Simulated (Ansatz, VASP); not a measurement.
## Cross-check of BN between VASP and Ansatz

One calculation is typed for both programs; each brings its own data sets. How far apart do they land? The cell is taken from a series of runs on this material, whose earlier steps may have relaxed, scaled, displaced or heated it; both programs get it as it stands.

Main program and level: Ansatz 0.2.0; plane waves, with VASP 6.6.1 beside it; single point at PBE0.

## (1) The starting structure

It takes space group P6_3/mmc (No. 194, hexagonal). Conventional cell: a = 2.498 Å, b = 2.498 Å, c = 6.636 Å, α = 90.00°, β = 90.00°, γ = 120.00°. B has 3 N at 1.44 Å nearest. N has 3 B at 1.44 Å nearest. Farther neighbours and most contacts between anions are not listed.

As a file:

```cif
data_structure
_symmetry_space_group_name_H-M 'P6_3/mmc'
_symmetry_Int_Tables_number 194
_cell_length_a 2.4982
_cell_length_b 2.4982
_cell_length_c 6.6357
_cell_angle_alpha 90.000
_cell_angle_beta 90.000
_cell_angle_gamma 120.000
_cell_volume 35.87
loop_
_atom_site_label
_atom_site_type_symbol
_atom_site_symmetry_multiplicity
_atom_site_Wyckoff_symbol
_atom_site_fract_x
_atom_site_fract_y
_atom_site_fract_z
_atom_site_occupancy
B1 B 2 c 0.33333 0.66667 0.25000 1
N1 N 2 d 0.33333 0.66667 0.75000 1
```

## (2) VASP: single point, PBE0

A single point gives forces, pressure and levels at one fixed geometry, so differences don't come from the geometry; what else differs is listed under the comparison.

Lines of VASP's logs that name or quote its potential files are left out, and so is its time.

The run reads the wave functions of an earlier VASP run, which isn't shown here.

File INCAR:

```
SYSTEM = BN
PREC = Accurate
ENCUT = 520
EDIFF = 1E-06
NELM = 100
ISMEAR = 0
SIGMA = 0.01
LREAL = .FALSE.
ALGO = Normal
LHFCALC = .TRUE.
AEXX = 0.25
GGA = PE
LASPH = .TRUE.
NBANDS = 14
PRECFOCK = Fast
LORBIT = 11
LWAVE = .FALSE.
LCHARG = .FALSE.
KPAR = 4
ISIF = 2
```

File POSCAR:

```
BN
1.0
    2.4982400000      0.0000000000      0.0000000000
   -1.2491200000      2.1635393048      0.0000000000
    0.0000000000      0.0000000000      6.6357000000
B N
2 2
Direct
    0.3333333333      0.6666666667      0.2500000000
    0.6666666667      0.3333333333      0.7500000000
    0.3333333333      0.6666666667      0.7500000000
    0.6666666667      0.3333333333      0.2500000000
```

File KPOINTS:

```
Automatic mesh
0
Gamma
6 6 2
0 0 0
```

PAW data sets: B and N (PBE family, release 64).

Launch:

```bash
mpirun -np 4 vasp_std
```

Numbers of over 12 decimals in the logs are rounded to 6 here.

Log:

```text
[banner, memory and clock lines left out]
running    4 mpi-ranks, on    1 nodes
 distrk:  each k-point on    1 cores,    4 groups
 distr:  one band on    1 cores,    1 groups

 POSCAR found type information on POSCAR B N
 POSCAR found :  2 types and       4 ions
 LDA part: xc-table for (Slater+PW92), standard interpolation
 found WAVECAR, reading the header
 POSCAR, INCAR and KPOINTS ok, starting setup
 FFT: planning ... GRIDC
 FFT: planning ... GRID_SOFT
 FFT: planning ... GRID
 reading WAVECAR
 the WAVECAR file was read successfully
 initial charge from wavefunction
 entering main loop
       N       E                     dE             d eps       ncg     rms          rms(c)
DAV:   1    -0.427017714818E+02   -0.42702E+02   -0.37016E-01   428   0.617E+00    0.658E-01
DAV:   2    -0.427069517263E+02   -0.51802E-02   -0.93733E-03   458   0.761E-01    0.454E-01
DAV:   3    -0.427054922503E+02    0.14595E-02   -0.13158E-03   452   0.287E-01    0.264E-01
DAV:   4    -0.427051667400E+02    0.32551E-03   -0.47901E-04   440   0.169E-01    0.155E-01
DAV:   5    -0.427050873369E+02    0.79403E-04   -0.74405E-05   434   0.722E-02    0.898E-02
DAV:   6    -0.427050593572E+02    0.27980E-04   -0.19763E-05   452   0.408E-02    0.491E-02
DAV:   7    -0.427050518778E+02    0.74795E-05   -0.68094E-06   452   0.243E-02    0.262E-02
DAV:   8    -0.427050498444E+02    0.20334E-05   -0.11540E-06   244   0.112E-02    0.147E-02
DAV:   9    -0.427050492532E+02    0.59119E-06   -0.41843E-07   208   0.725E-03
   1 F= -.42705049E+02 E0= -.42705049E+02  d E =-.324319E-19
```

OUTCAR, selected parts (step 2):

```text
ion  position               nearest neighbor table
   1  0.333  0.667  0.250-   4 1.44   4 1.44   4 1.44
   2  0.667  0.333  0.750-   3 1.44   3 1.44   3 1.44
   3  0.333  0.667  0.750-   2 1.44   2 1.44   2 1.44
   4  0.667  0.333  0.250-   1 1.44   1 1.44   1 1.44

  LATTYP: Found a hexagonal cell.
 ALAT       =     2.4982400000
 C/A-ratio  =     2.6561499296

 Subroutine GETGRP returns: Found 24 space group operations
 (whereof 12 operations were pure point group operations)

The static configuration has the point symmetry D_3d.
 The point group associated with its full space group is D_6h.

 Found     14 irreducible k-points:

   k-points           NKPTS =     14   k-points in BZ     NKDIM =     72   number of bands    NBANDS=     14

   dimension x,y,z NGX =    20 NGY =   20 NGZ =   50
   dimension x,y,z NGXF=    40 NGYF=   40 NGZF=  100

   ENCUT  =  520.0 eV  38.22 Ry    6.18 a.u.   4.65  4.65 12.34*2*pi/ulx,y,z

   NELECT =      16.0000    total number of electrons

 k-points in reciprocal lattice and weights: Automatic mesh
   0.00000000  0.00000000  0.00000000       0.014
   0.16666667  0.00000000  0.00000000       0.083
   0.33333333  0.00000000  0.00000000       0.083
   0.50000000  0.00000000  0.00000000       0.042
   0.16666667  0.16666667  0.00000000       0.083
   0.33333333  0.16666667  0.00000000       0.167
   0.33333333  0.33333333  0.00000000       0.028
   0.00000000  0.00000000  0.50000000       0.014
   0.16666667  0.00000000  0.50000000       0.083
[...]
0.33333333  0.16666667  0.50000000       0.167
   0.33333333  0.33333333  0.50000000       0.028

  exchange ACFDT corr.  =         0.00000000  see jH, gK, PRB 81, 115126

 average (electrostatic) potential at core
       1 -25.5820       2 -25.5820       3 -59.2955       4 -59.2955

 E-fermi :   1.1523

 k-point     1 :       0.0000    0.0000    0.0000
  band No.  band energies     occupation
    ...
      4      -3.4523      2.00000
      5      -0.4815      2.00000
      6      -0.4815      2.00000
      7      -0.4402      2.00000
      8      -0.4402      2.00000
      9       8.2772      0.00000
     10      13.9340      0.00000
     11      15.2423      0.00000
     12      15.2423      0.00000
     13      15.3836      0.00000
    ...

 k-point     2 :       0.1667    0.0000    0.0000
  band No.  band energies     occupation
    ...
      4      -2.7147      2.00000
      5      -2.6364      2.00000
      6      -2.5893      2.00000
      7      -1.4521      2.00000
      8      -1.3978      2.00000
      9       9.2067      0.00000
     10      13.4828      0.00000
     11      14.6123      0.00000
     12      15.1144      0.00000
     13      15.1377      0.00000
    ...

 k-point     3 :       0.3333    0.0000    0.0000
  band No.  band energies     occupation
    ...
      4      -6.4905      2.00000
      5      -2.9441      2.00000
      6      -2.8769      2.00000
      7      -2.6368      2.00000
      8      -0.7587      2.00000
      9      10.3119      0.00000
     10      11.2736      0.00000
     11      11.3979      0.00000
     12      13.7884      0.00000
     13      14.9716      0.00000
    ...

  Total       -0.1866713     -0.1866713      0.4581328      0.0000000     -0.0000000      0.0000000
  in kB       -8.3387803     -8.3387803     20.4652126      0.0000000     -0.0000000      0.0000000
  external PRESSURE =       1.2625507 kB  Pullay stress =       0.0000000 kB

  energy-cutoff  :      520.00
  volume of cell :       35.87
      direct lattice vectors                 reciprocal lattice vectors
     2.498240000  0.000000000  0.000000000     0.400281798  0.231102804  0.000000000
    -1.249120000  2.163539305  0.000000000     0.000000000  0.462205608  0.000000000
     0.000000000  0.000000000  6.635700000     0.000000000  0.000000000  0.150700002

 POSITION                                       TOTAL-FORCE (eV/Angst)
 -----------------------------------------------------------------------------------
     -0.00000      1.44236      1.65892        -0.000000      0.000000      0.000000
      1.24912      0.72118      4.97677         0.000000     -0.000000     -0.000000
     -0.00000      1.44236      4.97677         0.000000     -0.000000      0.000000
      1.24912      0.72118      1.65892        -0.000000      0.000000     -0.000000
 -----------------------------------------------------------------------------------
    total drift:                               -0.000000     -0.000000     -0.000000

  FREE ENERGIE OF THE ION-ELECTRON SYSTEM (eV)
  ---------------------------------------------------
  free  energy   TOTEN  =       -42.7050492532 eV

  energy  without entropy=      -42.7050492532  energy(sigma->0) =      -42.70504925

 total charge
# of ion       s       p       d       tot
------------------------------------------
    1        0.753   1.420   0.000   2.173
    2        0.753   1.420   0.000   2.173
    3        1.230   2.818   0.000   4.048
    4        1.230   2.818   0.000   4.048
--------------------------------------------------
tot          3.967   8.475   0.000  12.442

[... 3 further parts left out ...]
```

The k-mesh is coarse for unscreened exact exchange, which converges slowly with it.

## (3) Ansatz: single point, PBE0

Ansatz runs on its default PAW (the set named soft_2) files.

The same cell, functional and mesh now go to Ansatz, which takes its cutoff from its data sets.

File input.yaml:

```yaml
crystal:
  lattice:
    - [2.49824, 0.0, 0.0]
    - [-1.24912, 2.1635393048, 0.0]
    - [0.0, 0.0, 6.6357]
  atoms:
    - { symbol: B, position: [0.3333333333, 0.6666666667, 0.25] }
    - { symbol: B, position: [0.6666666667, 0.3333333333, 0.75] }
    - { symbol: "N", position: [0.3333333333, 0.6666666667, 0.75] }
    - { symbol: "N", position: [0.6666666667, 0.3333333333, 0.25] }
kpoints:
  mp_grid: { grid: [6, 6, 2] }
  band_path:
    path:
      - [0.0, 0.0, 0.0]
      - [0.5, 0.0, 0.0]
      - [0.33333333, 0.33333333, 0.0]
      - [0.0, 0.0, 0.5]
      - [0.5, 0.0, 0.5]
      - [0.33333333, 0.33333333, 0.5]
      - [0.299999997, 0.299999997, 0.0]
    npoints: 1
hamiltonian:
  xc: pbe0
scf:
  occupations: { method: fixed }
  n_extra_bands: 5
output:
  eigenvalues: true
```

Launch:

```bash
ansatz run input.yaml --threads 2 --pin off --max-ram 92160MiB --backend cuda --devices 1 --max-vram 13GiB --events-out ev --progress --plain --runs-dir out
```

Log:

```text
scf.n_extra_bands = 5 over 8 filled bands (N_el = 16.0): the run solves 13 bands
GPUs: using 1 of 1 available (devices: 1).
Engine: ansatz 0.2.0, x86_64-unknown-linux-gnu
Pseudopotentials: kind: paw
Pseudopotential: B, paw, valence charge 3, recommended cutoff 420 eV (normal), B.paw.azcp
Pseudopotential: N, paw, valence charge 5, recommended cutoff 420 eV (normal), N.paw.azcp
Functional definition: PBE0
  parameter a = 0.25
  parameter kappa = 0.804
  parameter beta = 0.066725
  exchange = (1 - a)*pbe_x(kappa = kappa, mu = beta*pi^2/3) + a*exact_x
  correlation = pbe_c(beta = beta)
davidson cushion auto → on  (no smearing: the cushion is to keep the highest requested band from converging to the state above it; pin scf.eigensolver.cushion to override)
device memory: the entry about to start is reckoned to put 0.4 GiB on a device that reports 54.4 GiB free (of which the cap on the GPU budget leaves the run 13.0 GiB)
GPU FFT provider: cuFFT
GPU libraries: cuBLAS 13.8.2, cuFFT 12.4.0, cuSOLVER 12.3.4
Crystal: 4 atoms, lattice volume = 35.866 Å³
Basis set: ecut = 420 eV, 689 PW (Γ)
Bands: 13, of which v1, the nominal top of the filled ones, is band 8 counted from 1 (7 counted from 0)
Symmetry: 24 space group operations
Space group: P63/mmc (ITA 194), of the structure as read, at distance tolerance 3.3e-5 Å
k-points: 14 of 72
Non-local potential: B, projectors of the file, l = 0: 2, l = 1: 2, l = 2: 1
Non-local potential: N, projectors of the file, l = 0: 2, l = 1: 2, l = 2: 1
PAW form: soft (Blöchl's): semilocal exchange-correlation on the pseudo side does not see the compensation charge
PAW frozen core: B, regenerated for the run's functional, and the local potential with it (the file was generated under x = pbe(κ = 0.804, μ = 0.219515), c = pbe(β = 0.066725))
PAW frozen core: N, regenerated for the run's functional, and the local potential with it (the file was generated under x = pbe(κ = 0.804, μ = 0.219515), c = pbe(β = 0.066725))
PAW one-centre angular grid: B, 110 points (default); XC on 64 Gauss nodes
PAW one-centre angular grid: N, 110 points (default); XC on 64 Gauss nodes
Initial density: superposition of atomic densities (neutral atoms: chi_scale 0, normalization atom), corrected by the library's trained network
Initial wavefunctions: pseudopotential atomic-orbital guess
GPU buffer pool allocated for 14580 grid points (all kernels)
GPU transforms: local potential and band sums: pruned to the plane-wave sphere, on 18×18×45
Functional: x = pbe(κ = 0.804, μ = 0.219515), c = pbe(β = 0.066725), warm-up for x = 0.75 pbe(κ = 0.804, μ = 0.219515) + 0.25 exact, c = pbe(β = 0.066725)
SCF iter   1: F=—  HF=-1084.796290 eV  |F-HF|=—  |Δ(HF+E_count)|=         —  Δρ=1.50e-3  dr2=2.31e-4  ethr=1.77e-3  ⟨swp⟩=2.1  Hψ=1359  notcnv=0
preconditioner: auto → none  [insulator: Δε(μ)=4.289 eV  Ē_g=16.670 eV  n_scr=4 (ndim 8)  ℏωp=24.8 eV  f_vac=0.022]
SCF iter   2: F=-1084.797667 eV  HF=-1084.797303 eV  |F-HF|=3.64e-4  |Δ(HF+E_count)|=   1.01e-3  Δρ=7.35e-4  dr2=3.71e-5  ethr=1.44e-6  ⟨swp⟩=4.1  Hψ=574  notcnv=0
SCF 1 stopped early in 2 iterations: F = -1084.797667 eV  dr2 = 3.71e-5
  greatest PAW one-centre occupation: 0.798 electrons in one spin orbital (limit 2), on the N atom at site 3 (counted from 0), in its partial waves of l = 0
device memory: the entry about to start is reckoned to put 1.1 GiB on a device that reports 54.4 GiB free (of which the cap on the GPU budget leaves the run 13.0 GiB)
GPU FFT provider: cuFFT
GPU libraries: cuBLAS 13.8.2, cuFFT 12.4.0, cuSOLVER 12.3.4
Initial density: handed on by an earlier stage of this run
Initial wavefunctions: those handed on with the density
GPU buffer pool allocated for 14580 grid points (all kernels)
GPU transforms: local potential and band sums: pruned to the plane-wave sphere, on 18×18×45
Functional: x = 0.75 pbe(κ = 0.804, μ = 0.219515) + 0.25 exact, c = pbe(β = 0.066725)
Exchange kernel: α = 0.2500, full range, Wigner–Seitz truncation, v(0) = 6482.2961 eV·Å³, q-mesh 6×6×2, nearest image of the exchange supercell L = 13.27 Å, pair-density grid 15×15×32, without the augmentation charges, whose exchange is taken in its separable form by FFT convolution over the k-point mesh (sized by the pseudopotential files, 15×15×45 at the most), smooth part of the exact exchange by density-matrix convolution in up to 761.7 MiB of GPU memory as planned if the GPU has room (build and FFT work areas not counted)
Frozen-core exchange: fock
SCF iter   1: F=—  HF=-1085.260509 eV  |F-HF|=—  |Δ(HF+E_count)|=         —  Δρ=7.55e-3  dr2=1.35e-2  ethr=2.32e-6  ⟨swp⟩=6.9  Hψ=986  notcnv=0
preconditioner: auto → none  [insulator: Δε(μ)=6.345 eV  Ē_g=19.761 eV  n_scr=4 (ndim 8)  ℏωp=24.8 eV  f_vac=0.020]
SCF iter   2: F=—  HF=-1085.256033 eV  |F-HF|=—  |Δ(HF+E_count)|=   4.48e-3  Δρ=3.53e-3  dr2=2.68e-3  ethr=2.32e-6  ⟨swp⟩=3.9  Hψ=643  notcnv=0
SCF iter   3: F=—  HF=-1085.262778 eV  |F-HF|=—  |Δ(HF+E_count)|=   6.75e-3  Δρ=1.84e-3  dr2=1.08e-3  ethr=2.32e-6  ⟨swp⟩=3.8  Hψ=603  notcnv=0
iter 4 solved again at ethr=6.84e-8 eV; its pass at ethr=2.32e-6 eV (dr2=1.09e-5 eV) is discarded
SCF iter   4: F=—  HF=-1085.262454 eV  |F-HF|=—  |Δ(HF+E_count)|=   3.24e-4  Δρ=2.42e-4  dr2=4.86e-5  ethr=6.84e-8  ⟨swp⟩=2.1  Hψ=998  notcnv=0
SCF iter   5: F=—  HF=-1085.262637 eV  |F-HF|=—  |Δ(HF+E_count)|=   1.83e-4  Δρ=3.05e-4  dr2=2.89e-5  ethr=6.84e-8  ⟨swp⟩=3.9  Hψ=569  notcnv=0
SCF iter   6: F=-1085.262629 eV  HF=-1085.262629 eV  |F-HF|=6.66e-8  |Δ(HF+E_count)|=   7.64e-6  Δρ=3.33e-5  dr2=3.47e-6  ethr=6.84e-8  ⟨swp⟩=3.1  Hψ=517  notcnv=0
SCF 2 stopped early in 6 iterations: F = -1085.262629 eV  dr2 = 3.47e-6
  greatest PAW one-centre occupation: 0.800 electrons in one spin orbital (limit 2), on the N atom at site 3 (counted from 0), in its partial waves of l = 0
hybrid outer 1: dexx = +8.693e-3 eV, tail = 1.89e-5 eV
GPU FFT provider: cuFFT
GPU libraries: cuBLAS 13.8.2, cuFFT 12.4.0, cuSOLVER 12.3.4
GPU buffer pool allocated for 14580 grid points (all kernels)
GPU transforms: local potential and band sums: pruned to the plane-wave sphere, on 18×18×45
Exchange kernel: α = 0.2500, full range, Wigner–Seitz truncation, v(0) = 6482.2961 eV·Å³, q-mesh 6×6×2, nearest image of the exchange supercell L = 13.27 Å, pair-density grid 15×15×32, without the augmentation charges, whose exchange is taken in its separable form by FFT convolution over the k-point mesh (sized by the pseudopotential files, 15×15×45 at the most), smooth part of the exact exchange by density-matrix convolution in up to 761.7 MiB of GPU memory as planned if the GPU has room (build and FFT work areas not counted)
Frozen-core exchange: fock
SCF iter   1: F=—  HF=-1085.262736 eV  |F-HF|=—  |Δ(HF+E_count)|=         —  Δρ=6.84e-5  dr2=1.13e-6  ethr=5.92e-7  ⟨swp⟩=2.8  Hψ=440  notcnv=0
preconditioner: auto → none  [insulator: Δε(μ)=6.351 eV  Ē_g=19.765 eV  n_scr=4 (ndim 8)  ℏωp=24.8 eV  f_vac=0.021]
iter 2 solved again at ethr=1.31e-10 eV; its pass at ethr=6.14e-9 eV (dr2=2.09e-8 eV) is discarded
SCF iter   2: F=—  HF=-1085.262735 eV  |F-HF|=—  |Δ(HF+E_count)|=   2.80e-7  Δρ=1.44e-5  dr2=1.78e-7  ethr=1.31e-10  ⟨swp⟩=3.1  Hψ=1001  notcnv=0
SCF iter   3: F=-1085.262736 eV  HF=-1085.262736 eV  |F-HF|=1.23e-8  |Δ(HF+E_count)|=   4.00e-7  Δρ=1.13e-5  dr2=2.42e-8  ethr=1.27e-10  ⟨swp⟩=4.2  Hψ=621  notcnv=0
SCF 3 converged in 3 iterations: F = -1085.262736 eV  dr2 = 2.42e-8
hybrid outer 2: dexx = +5.646e-7 eV, tail = 5.67e-8 eV, Δε = 2.57e-3 eV (about 1.75e-4 eV left of the loop's levels)
device memory: the entry about to start is reckoned to put 0.3 GiB on a device that reports 53.1 GiB free (of which the cap on the GPU budget leaves the run 13.0 GiB)
NSCF: frozen V_eff on 7 k-points
hybrid SCF converged: 2 outer / 9 inner (+2 warm-up), last move |dexx| = 5.65e-7 eV, tail = 5.67e-8 eV
Stability not checked: this state was not tested for a lower state beside it, because the functional holds exact exchange (a hybrid, or Hartree-Fock), whose exchange loop this test does not read (fock_operator; see scf.lower_state_search)
Free energy (F): -1085.262736 eV
Frozen-core exchange: fock
Harris-Foulkes:  -1085.262736 eV  (|F-HF|=1.23e-8)
Internal energy: -1085.262736 eV  (E = F + TS)
E sigma→0 (E₀):  -1085.262736 eV
Fermi energy:    3.596211 eV
--- Per-component energies (eV) ---
  E_band       = -69.057389
  E_kinetic    = 367.712105
  E_local      = -692.192547  (includes V_loc(G=0)·N_el)
  E_nonlocal   = 113.897044
  E_hartree    = 224.094861
  E_xc         = -143.084433
  E_vxc        = -177.428059  (∫ρ·V_xc dr)
  E_exx        = -45.480715  (= α·E_x^exact, valence–valence)
  E_paw        = -410.209608  (= ΣΔE_a)
  E_vpaw       = -38.272788  (= ΣTr[D̂ρ^β])
  E_aug_tail   = 0.000197  (compensation charges beyond the density's cutoff)
  E_ewald      = -499.931209
  E_core_change = -0.068429  (= ΣΔE_core)
  E_smearing   = -0.000000  (= −TS)
  E_closure    = -0.000000  (closes the sum)
  Σ components = -1085.262736   (vs F -1085.262736, Δ=0.00e0)
--- Band table (eV; the first three rows and the last of 14) ---
  k-point 0: bands = [... 4 lower, 2.0076, 2.0076, 2.0491, 2.0491, 10.7559, 16.4212, 17.7474, 17.7474, ... 1 higher]
  k-point 1: bands = [... 4 lower, 2.0279, 2.0279, 2.0279, 2.0279, 13.3376, 13.3376, 17.8168, 17.8168, ... 1 higher]
  k-point 2: bands = [... 4 lower, -0.1489, -0.1016, 1.0364, 1.0904, 11.6861, 15.9698, 17.1074, 17.6013, ... 1 higher]
  k-point 13: bands = [... 4 lower, -4.4034, -4.4034, 3.5962, 3.5962, 10.4223, 10.4223, 17.6595, 17.6595, ... 1 higher]
```

## (4) Comparison

Known differences besides the potentials themselves: exact exchange at q = 0 is treated differently, which shows on coarse meshes; VASP keeps PBE cores, Ansatz makes them for the functional; fixed occupations in Ansatz, narrow Gaussian smearing in VASP; the cutoff is 420 eV in Ansatz and 520 eV in VASP; VASP takes a coarser grid for exact exchange (PRECFOCK = Fast). Total energies have different zeros and are not compared.

Both answers:

```
              quantity  Ansatz   VASP  difference
gap on the k mesh (eV)   6.351  6.369      -0.017
```

A gap on the mesh is an upper bound, since the band edges may lie between its points.

## (5) Summary of results

```yaml
difference_in_gap_on_the_k_mesh_single_point_pbe0: -0.017 eV
```

**Reading.** The difference in gap on the k mesh is -0.017 eV (single point, PBE0), within the 0.08 eV picked in this series as the mark of a large difference. How closely two codes agree says nothing of how well the functional describes the real material.

[Lines on the potential files, build, host, timing and source positions are cut from VASP's logs without a mark.]

[Logs are printed without paths, hosts, clocks, repeated set-up lines and the standing remarks that a program may print on its own settings, such as how far it seeks lower states.]

[Hosts, paths, dates, database ids (printed as entryN), source tags and the programs' standing remarks are cut or masked in the printed files.]
